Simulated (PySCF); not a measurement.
Isomers of C5H5N. Computed with PySCF, TDDFT wB97X-D/def2-SVPD, vertical, gas phase, core orbitals frozen in the response. Geometries: PBE0-D3(BJ)/def2-SVP; one conformer of each isolated species. Triplets are in the Tamm–Dancoff approximation.

A. `CC#C[C@@H]1C=N1`
B. `c1ncccc1`
C. `C#CC(=C)N=C`
D. `C=N/C=C/C#C`

Lowest singlet levels (six at most, fewer where fewer were computed) with oscillator strengths:

1. 254 nm (f 0.009); 207 nm (f 0.009); 201 nm (f 0.017); 191 nm (f 0.021); 182 nm (f 0.035); 177 nm (f 0.017); T1 4.31 eV
2. 247 nm (f 0.004); 232 nm (f 0.000); 221 nm (f 0.043); 192 nm (f 0.024); 165 nm (f 0.504); 165 nm (f 0.528); T1 4.35 eV
3. 287 nm (f 0.001); 252 nm (f 0.695); 241 nm (f 0.000); 203 nm (f 0.000); 188 nm (f 0.080); 179 nm (f 0.000); T1 2.75 eV
4. 274 nm (f 0.000); 227 nm (f 0.337); 219 nm (f 0.000); 201 nm (f 0.100); 201 nm (f 0.000); 193 nm (f 0.002); T1 3.13 eV

Question: Which spectrum belongs to which structure?

Answer: 1 = A, 2 = B, 3 = D, 4 = C.
- A: S1 at 4.88 eV, HOMO→LUMO (85%), HOMO-2→LUMO (11%); Löwdin shares by element: HOMO carbon 64% or more, nitrogen 16% (atoms not listed hold the other 20%); LUMO carbon 48% or more, nitrogen 38%, hydrogen 8% or more; HOMO -8.77 and LUMO 1.13 eV.
- B: S1 at 5.01 eV, HOMO→LUMO (98%); Löwdin shares by element: HOMO nitrogen 59%, carbon 27% or more; LUMO carbon 48% or more, nitrogen 22% (atoms not listed hold the other 30%); HOMO -9.35 and LUMO 0.87 eV; point group C2v, 1 of its 6 listed states under f = 0.0005.
- C: S1 at 4.52 eV, HOMO-1→LUMO (88%), HOMO-1→LUMO+1 (9%); Löwdin shares by element: HOMO carbon 78% or more (atoms not listed hold the other 22%); LUMO carbon 63% or more, nitrogen 12% (atoms not listed hold the other 25%); HOMO -8.89 and LUMO 0.18 eV; point group Cs, 3 of its 6 listed states under f = 0.0005.
- D: S1 at 4.32 eV, HOMO-1→LUMO (94%); Löwdin shares by element: HOMO carbon 75% or more (atoms not listed hold the other 25%); LUMO carbon 55% or more, nitrogen 14% (atoms not listed hold the other 30%); HOMO -8.57 and LUMO -0.21 eV; point group Cs, 3 of its 6 listed states under f = 0.0005.
A and B have S1 within 0.14 eV of each other; their strongest listed levels stand at 6.83 eV (f 0.035) and 7.51 eV (f 0.528).
